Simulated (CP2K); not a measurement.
# Sb (P-1) in CP2K: convergence with cutoff ry

Aim: find how far cutoff ry must go before the results for Sb settle, at LDA. This setting moves, with any that are tied to it; all else stays.

All numbers are computed with CP2K 2026.2; they aren't measurements. Logs are shortened: lines on timing, memory, paths and dates and some standing lists are left out, and cuts for length are marked.

### Step 1. The cell of the first run

The typed cell holds 1 atom: a = 3.474 Å, b = 3.529 Å, c = 3.334 Å, α = 59.23°, β = 55.87°, γ = 54.69°.

This isn't the form of Sb at room conditions, which is rhombohedral.

The cell isn't the ideal one: cell strained at random at fixed volume.

### Step 2. With cutoff ry 90 Ry

sb_converge.inp

```
&GLOBAL
  PROJECT sb_converge
  RUN_TYPE ENERGY_FORCE
  PRINT_LEVEL LOW
&END GLOBAL
&FORCE_EVAL
  METHOD QS
  STRESS_TENSOR ANALYTICAL
  &DFT
    BASIS_SET_FILE_NAME BASIS_MOLOPT_UZH
    POTENTIAL_FILE_NAME GTH_POTENTIALS
    &MGRID
      CUTOFF 90
      REL_CUTOFF 60
      NGRIDS 5
    &END MGRID
    &QS
      METHOD GPW
      EPS_DEFAULT 1.0E-10
    &END QS
    &KPOINTS
      SCHEME MONKHORST-PACK 8 7 8
      GAMMA_CENTERED T
      SYMMETRY T
      SYMMETRY_BACKEND SPGLIB
    &END KPOINTS
    &SCF
      SCF_GUESS ATOMIC
      EPS_SCF 1.0E-6
      MAX_SCF 100
      ADDED_MOS 8
      CHOLESKY OFF
      EPS_EIGVAL 1.0E-7
      &DIAGONALIZATION ON
        ALGORITHM STANDARD
      &END DIAGONALIZATION
      &MIXING ON
        METHOD BROYDEN_MIXING
        ALPHA 0.4
        BETA 1.5
        NBUFFER 8
      &END MIXING
      &SMEAR ON
        METHOD FERMI_DIRAC
        ELECTRONIC_TEMPERATURE [K] 300.557
      &END SMEAR
    &END SCF
    &XC
      &XC_FUNCTIONAL
        &LDA_X
        &END LDA_X
        &LDA_C_PW
        &END LDA_C_PW
      &END XC_FUNCTIONAL
    &END XC
    &PRINT
      &KPOINTS ON
      &END KPOINTS
      &MULLIKEN ON
      &END MULLIKEN
      &MO ON
        ENERGIES T
        OCCUPATION_NUMBERS T
        &EACH
          QS_SCF 0
        &END EACH
        ADD_LAST NUMERIC
      &END MO
    &END PRINT
  &END DFT
  &SUBSYS
    &CELL
      ABC 3.4741360625 3.5288888369 3.3341287644
      ALPHA_BETA_GAMMA 59.2288161411 55.8731937886 54.6863201641
      PERIODIC XYZ
    &END CELL
    &COORD
      SCALED
      Sb  0.0003220000 0.0041120000 0.0055780000
    &END COORD
    &KIND Sb
      BASIS_SET TZVP-MOLOPT-PBE-GTH-q5
      POTENTIAL GTH-PADE-q5
    &END KIND
    &PRINT
      &ATOMIC_COORDINATES ON
      &END ATOMIC_COORDINATES
      &CELL ON
      &END CELL
    &END PRINT
  &END SUBSYS
  &PRINT
    &FORCES ON
    &END FORCES
    &STRESS_TENSOR ON
    &END STRESS_TENSOR
  &END PRINT
&END FORCE_EVAL
```

Potentials or basis: GTH_POTENTIALS Sb GTH-PADE-q5; TZVP-MOLOPT-PBE-GTH basis.

Launch:

```console
$ OMP_NUM_THREADS=1 cp2k.psmp -i sb_converge.inp -o sb_converge.out
```

Wall time 14 s (1 thread of Arm Neoverse V1, shared host); peak memory 0.17 GiB.

Results:

```
Free energy            : -152.2585 eV
Pressure               : -0.4 GPa
Band gap on the k mesh : none (metal or under the smearing width)
```

### Step 3. With cutoff ry 140 Ry

sb_converge.inp: that of step 2 with these lines changed.

```diff
@@ -12,3 +12,3 @@
     &MGRID
-      CUTOFF 90
+      CUTOFF 140
       REL_CUTOFF 60
```

Potentials or basis: GTH_POTENTIALS Sb GTH-PADE-q5; TZVP-MOLOPT-PBE-GTH basis.

Launch:

```console
$ OMP_NUM_THREADS=1 cp2k.psmp -i sb_converge.inp -o sb_converge.out
```

It took 12 s on 1 thread of Arm Neoverse V1, shared host; peak memory 0.17 GiB.

Results:

```
Free energy            : -152.2585 eV
Pressure               : -0.4 GPa
Band gap on the k mesh : none (metal or under the smearing width)
```

### Step 4. With cutoff ry 190 Ry

sb_converge.inp: that of step 3 with these lines changed.

```diff
@@ -12,3 +12,3 @@
     &MGRID
-      CUTOFF 140
+      CUTOFF 190
       REL_CUTOFF 60
```

Launch:

```console
$ OMP_NUM_THREADS=1 cp2k.psmp -i sb_converge.inp -o sb_converge.out
```

It took 12 s on 1 thread of Arm Neoverse V1, shared host; peak memory 0.17 GiB.

What came out:

- Free energy: -152.2585 eV
- Pressure: -0.4 GPa
- Band gap on the k mesh: none (metal or under the smearing width)

### Step 5. With cutoff ry 250 Ry

sb_converge.inp: that of step 4 with these lines changed.

```diff
@@ -12,3 +12,3 @@
     &MGRID
-      CUTOFF 190
+      CUTOFF 250
       REL_CUTOFF 60
```

Launch:

```console
$ OMP_NUM_THREADS=1 cp2k.psmp -i sb_converge.inp -o sb_converge.out
```

It took 13 s on 1 thread of Arm Neoverse V1, shared host; peak memory 0.18 GiB.

Results:

```yaml
Free_energy: -152.2585 eV
Pressure: -0.4 GPa
Band_gap_on_the_k_mesh: none (metal or under the smearing width)
```

### Step 6. With cutoff ry 320 Ry

sb_converge.inp: that of step 5 with these lines changed.

```diff
@@ -12,3 +12,3 @@
     &MGRID
-      CUTOFF 250
+      CUTOFF 320
       REL_CUTOFF 60
```

Potentials or basis: GTH_POTENTIALS Sb GTH-PADE-q5; TZVP-MOLOPT-PBE-GTH basis.

Launch:

```console
$ OMP_NUM_THREADS=1 cp2k.psmp -i sb_converge.inp -o sb_converge.out
```

Wall time 15 s (1 thread of Arm Neoverse V1, shared host); peak memory 0.19 GiB.

What came out:

```
Free energy            : -152.2585 eV
Pressure               : -0.4 GPa
Band gap on the k mesh : none (metal or under the smearing width)
```

### Step 7. With cutoff ry 380 Ry

sb_converge.inp: that of step 6 with these lines changed.

```diff
@@ -12,3 +12,3 @@
     &MGRID
-      CUTOFF 320
+      CUTOFF 380
       REL_CUTOFF 60
```

Launch:

```console
$ OMP_NUM_THREADS=1 cp2k.psmp -i sb_converge.inp -o sb_converge.out
```

Wall time 15 s (1 thread of Arm Neoverse V1, shared host); peak memory 0.21 GiB.

Results:

* Free energy: -152.2585 eV
* Pressure: -0.4 GPa
* Band gap on the k mesh: none (metal or under the smearing width)

### Step 8. With cutoff ry 450 Ry

sb_converge.inp: that of step 7 with these lines changed.

```diff
@@ -12,3 +12,3 @@
     &MGRID
-      CUTOFF 380
+      CUTOFF 450
       REL_CUTOFF 60
```

Launch:

```console
$ OMP_NUM_THREADS=1 cp2k.psmp -i sb_converge.inp -o sb_converge.out
```

Wall time 12 s (1 thread of Arm Neoverse V1, shared host); peak memory 0.21 GiB.

It converged, with:

```
Free energy            : -152.2585 eV
Pressure               : -0.4 GPa
Band gap on the k mesh : none (metal or under the smearing width)
```

### Step 9. With cutoff ry 560 Ry

sb_converge.inp: that of step 8 with these lines changed.

```diff
@@ -12,3 +12,3 @@
     &MGRID
-      CUTOFF 450
+      CUTOFF 560
       REL_CUTOFF 60
```

Potentials or basis: GTH_POTENTIALS Sb GTH-PADE-q5; TZVP-MOLOPT-PBE-GTH basis.

Launch:

```console
$ OMP_NUM_THREADS=1 cp2k.psmp -i sb_converge.inp -o sb_converge.out
```

It took 13 s on 1 thread of Arm Neoverse V1, shared host; peak memory 0.24 GiB.

It converged, with:

| Property | Result |
| --- | --- |
| Free energy | -152.2585 eV |
| Pressure | -0.4 GPa |
| Band gap on the k mesh | none (metal or under the smearing width) |

### Step 10. With cutoff ry 720 Ry

sb_converge.inp: that of step 9 with these lines changed.

```diff
@@ -12,3 +12,3 @@
     &MGRID
-      CUTOFF 560
+      CUTOFF 720
       REL_CUTOFF 60
```

Potentials or basis: GTH_POTENTIALS Sb GTH-PADE-q5; TZVP-MOLOPT-PBE-GTH basis.

Launch:

```console
$ OMP_NUM_THREADS=1 cp2k.psmp -i sb_converge.inp -o sb_converge.out
```

sb_converge.out:

```text

 CP2K| version string:                                       CP2K version 2026.2
 CP2K| Input file name                                           sb_converge.inp

 GLOBAL| Force Environment number                                              1
 GLOBAL| Basis set file name                                    BASIS_MOLOPT_UZH
 GLOBAL| Potential file name                                      GTH_POTENTIALS
 GLOBAL| MM Potential file name                                     MM_POTENTIAL
 GLOBAL| Coordinate file name                                      __STD_INPUT__
 GLOBAL| Method name                                                        CP2K
 GLOBAL| Project name                                                sb_converge
 GLOBAL| Run type                                                   ENERGY_FORCE
 GLOBAL| FFT library                                                       FFTW3
[... 5 lines left out ...]
 GLOBAL| Global print level                                                  LOW
 GLOBAL| Total number of message passing processes                             1
 GLOBAL| Number of threads for this process                                    1
 GLOBAL| CPU model name                                                  UNKNOWN

 CELL| Volume [angstrom^3]:                                            26.528187
 CELL| Vector a [angstrom]:       3.474     0.000     0.000   |a| =     3.474136
 CELL| Vector b [angstrom]:       2.040     2.880     0.000   |b| =     3.528889
 CELL| Vector c [angstrom]:       1.871     0.765     2.652   |c| =     3.334129
 CELL| Angle (b,c), alpha [degree]:                                    59.228816
 CELL| Angle (a,c), beta  [degree]:                                    55.873194
 CELL| Angle (a,b), gamma [degree]:                                    54.686320
 CELL| Numerically orthorhombic:                                              NO
 CELL| Periodicity                                                           XYZ

 CELL_REF| Volume [angstrom^3]:                                        26.528187
[... 170 lines left out ...]
 MO|      9               0.968585              26.356539               0.000000
 MO|     10               1.008079              27.431238               0.000000
 MO|     11               1.250714              34.033651               0.000000
 MO| Sum:                                                               4.000000
 MO| E(Fermi):            0.229157 a.u.          6.235668 eV
[... 210 lines left out ...]
 MO|      1              -0.063550              -1.729283               2.000000
 MO|      2               0.063357               1.724036               2.000000
 MO|      3               0.132143               3.595806               2.000000
 MO|      4               0.267717               7.284945               0.000000
 MO|      5               0.545914              14.855076               0.000000
 MO|      6               0.659896              17.956694               0.000000
 MO|      7               0.792466              21.564106               0.000000
 MO|      8               0.892648              24.290180               0.000000
 MO|      9               1.071316              29.151999               0.000000
 MO|     10               1.173367              31.928937               0.000000
 MO|     11               1.293806              35.206241               0.000000
 MO| Sum:                                                               6.000000
 MO| E(Fermi):            0.229157 a.u.          6.235668 eV
 MO| Band gap:            0.135573 a.u.          3.689139 eV

 [... the levels of further k-points ...]

 !-----------------------------------------------------------------------------!
                     Mulliken Population Analysis

 #  Atom  Element  Kind  Atomic population                           Net charge
       1     Sb       1          5.000000                              0.000000
 # Total charge                              5.000000                  0.000000

 !-----------------------------------------------------------------------------!

 ENERGY| Total FORCE_EVAL ( QS ) energy [hartree]             -5.595397221265183

 FORCES| Atomic forces [hartree/bohr]
 FORCES|   Atom     x               y               z               |f|
 FORCES|      1  1.37550011E-08  3.35331189E-10 -2.16874940E-08   2.56838451E-08
 FORCES| Sum     1.37550011E-08  3.35331189E-10 -2.16874940E-08
 FORCES| Total atomic force                                       2.56838451E-08

 STRESS| Analytical stress tensor [bar]
 STRESS|                        x                   y                   z
 STRESS|      x       -1.11382783213E+03   4.00064545794E+03  -3.75138151532E+03
 STRESS|      y        4.00064545794E+03  -4.64603140438E+03  -2.81966925303E+03
 STRESS|      z       -3.75138151532E+03  -2.81966925303E+03  -7.25430382299E+03
 STRESS| 1/3 Trace                                            -4.33805435316E+03
 STRESS| Determinant                                           2.37439565156E+11

 STRESS| Eigenvectors and eigenvalues of the analytical stress tensor [bar]
 STRESS|                        1                   2                   3
 STRESS| Eigenvalues  -9.32798086676E+03  -7.21445366450E+03   3.52827147178E+03
 STRESS|      x           0.254382599751     -0.595545081639      0.761981330926
 STRESS|      y           0.330089332059      0.794052651545      0.510412989093
 STRESS|      z           0.909027241509     -0.121681725454     -0.398576256048
```

It took 13 s on 1 thread of Arm Neoverse V1, shared host; peak memory 0.27 GiB.

Results:

| Quantity | Value |
| --- | --- |
| Free energy | -152.2585 eV |
| Pressure | -0.4 GPa |
| Band gap on the k mesh | none (metal or under the smearing width) |

### Step 11. Summary

```tsv
cutoff ry	energy less the tightest run, at zero smearing (meV/atom)	SCF cycles	CPU time (s)	peak memory (GiB)
90 Ry	0.00	11	14	0.17
140 Ry	0.00	11	12	0.17
190 Ry	0.00	11	12	0.17
250 Ry	0.00	11	13	0.18
320 Ry	0.00	11	15	0.19
380 Ry	0.00	11	15	0.21
450 Ry	0.00	11	12	0.21
560 Ry	0.00	11	13	0.24
720 Ry	0.00	11	13	0.27
```

Against the tightest run, the energy stays within 1 meV/atom from 90 Ry on. The tightest run that finished is the yardstick and may itself not be fully converged.

Caveats: the basis of atomic orbitals isn't converged, which shifts pressures, moduli and gaps.
